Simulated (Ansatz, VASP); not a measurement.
# Hg: VASP beside Ansatz

The input INCAR:

```
PREC = Accurate ; ENCUT = 520
EDIFF = 1E-6 ; ISMEAR = 1
SIGMA = 0.1 ; LREAL = False
LASPH = True ; NELM = 60
ALGO = Normal ; ISIF = 2
LWAVE = False ; LCHARG = False
GGA = PS ; NBANDS = 19
```

File KPOINTS:

```
Automatic mesh
0
Gamma
  7 7 4
```

POSCAR

```
Hg
1.0
    3.4618100000      0.0000000000      0.0000000000
   -1.7309050000      2.9980154031      0.0000000000
    0.0000000000      0.0000000000      5.4875480000
Hg
2
Direct
    0.6666666667      0.3333333333      0.7500000000
    0.3333333333      0.6666666667      0.2500000000
```

Input for Ansatz:

```yaml
crystal:
  lattice:
    a: 3.46181
    b: 3.46181
    c: 5.487548
    alpha: 90.0
    beta: 90.0
    gamma: 120.0
  atoms:
    - { symbol: Hg, position: [0.6666666666666666, 0.3333333333333333, 0.75] }
    - { symbol: Hg, position: [0.3333333333333333, 0.6666666666666666, 0.25] }
basis:
  ecutwfc: 420.0
kpoints:
  mp_grid:
    grid: [7, 7, 4]
hamiltonian:
  xc: pbesol
scf:
  occupations:
    method: cold
output:
  forces: true
  stress: true
```

Alike in both runs: task single point; functional PBEsol; k mesh 7 × 7 × 4; no spin polarisation.

|  | VASP | Ansatz |
| --- | --- | --- |
| version | VASP 6.6.1 | Ansatz 0.2.0 |
| potentials or method | VASP PAW PBE potentials, release 64 (Hg) | plane waves, PAW |
| plane-wave cutoff (eV) | 520 | 420 |
| occupations | methfessel-paxton of order 1, width 0.1 eV | cold |
| valence electrons in the cell | 24 | 40 |

|  | VASP | Ansatz | Ansatz less VASP |
| --- | --- | --- | --- |
| pressure (GPa) | -2.2 | -2.3 | -0.11 |
| largest component of the traceless stress (GPa) | 0.16 | 0.15 | -0.010 |

The two sets of potentials don't hold the same shells in valence.

Caveats: the PAW data sets were made with another functional, which shifts forces and pressure a little (VASP). Spin-orbit coupling is left out, which matters for the levels of Hg.
